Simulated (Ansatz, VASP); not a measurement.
## One calculation of BN, two programs

Contents of INCAR:

```
ALGO = Normal
EDIFF = 1E-6
ENCUT = 520
GGA = PE
ISIF = 2
ISMEAR = 0
LASPH = T
LCHARG = T
LELF = T
LREAL = F
LVHAR = T
LWAVE = F
NBANDS = 16
NELM = 80
PREC = Accurate
SIGMA = 0.05
```

Contents of KPOINTS:

```
k-points
0
Gamma
  12 12 6
```

File POSCAR:

```
BN
1.0
    2.6886955512      0.0000000000      0.0000000000
   -1.3443477756      2.3284786504      0.0000000000
    0.0000000000      0.0000000000      4.2245145363
B N
2 2
Direct
    0.6666666667      0.3333333333      0.9998058548
    0.3333333333      0.6666666667      0.4998058548
    0.6666666667      0.3333333333      0.6251941452
    0.3333333333      0.6666666667      0.1251941452
```

Input for Ansatz:

```yaml
crystal:
  lattice:
    - [2.6886955512, 0.0, 0.0]
    - [-1.3443477756, 2.3284786504, 0.0]
    - [0.0, 0.0, 4.2245145363]
  atoms:
    - { symbol: B, position: [0.6666666667, 0.3333333333, 0.9998058548] }
    - { symbol: B, position: [0.3333333333, 0.6666666667, 0.4998058548] }
    - { symbol: "N", position: [0.6666666667, 0.3333333333, 0.6251941452] }
    - { symbol: "N", position: [0.3333333333, 0.6666666667, 0.1251941452] }
basis:
  ecutwfc: 420
kpoints:
  mp_grid: { grid: [12, 12, 6] }
hamiltonian:
  xc: pbe
scf:
  occupations: { method: gaussian, width: 0.05 }
output:
  forces: true
  stress: true
  eigenvalues: true
```

Change from the starting cell: strain +0.0525 x Voigt [1, 1, 0, 0, 0, 0], atoms carried along.

Alike in both runs: task single point; functional PBE; k mesh 12 × 12 × 6; occupations gaussian, width 0.05 eV; no spin polarisation.

|  | VASP | Ansatz |
| --- | --- | --- |
| version | VASP 6.6.1 | Ansatz 0.2.0 |
| potentials or method | VASP PAW PBE potentials, release 64 (B, N) | scalar-relativistic, plane waves, PAW |
| plane-wave cutoff (eV) | 520 | 420 |
| valence electrons in the cell | 16 | 16 |

VASP gave:

| Property | Result |
| --- | --- |
| gap on the k mesh at the Fermi level (eV) | 5.47 |
| least direct gap on the mesh (eV) | 7.28 |
| pressure (GPa) | -30.3 |
| largest component of the traceless stress (GPa) | 25.24 |
| rms of the force components (eV/Å) | 0.019 |

Question: Estimate Ansatz's values.

Answer: gap on the k mesh at the Fermi level (eV): 5.48; least direct gap on the mesh (eV): 7.27; pressure (GPa): -30.2; largest component of the traceless stress (GPa): 25.09; rms of the force components (eV/Å): 0.024.

Atom by atom the forces differ by 0.004 eV/Å (rms over components).

Caveats: the cell as given lies far from equilibrium; so large a pressure means that the cell lies far from this level's equilibrium, or that cutoff or potentials fall short (VASP). A k mesh can miss the band edges.
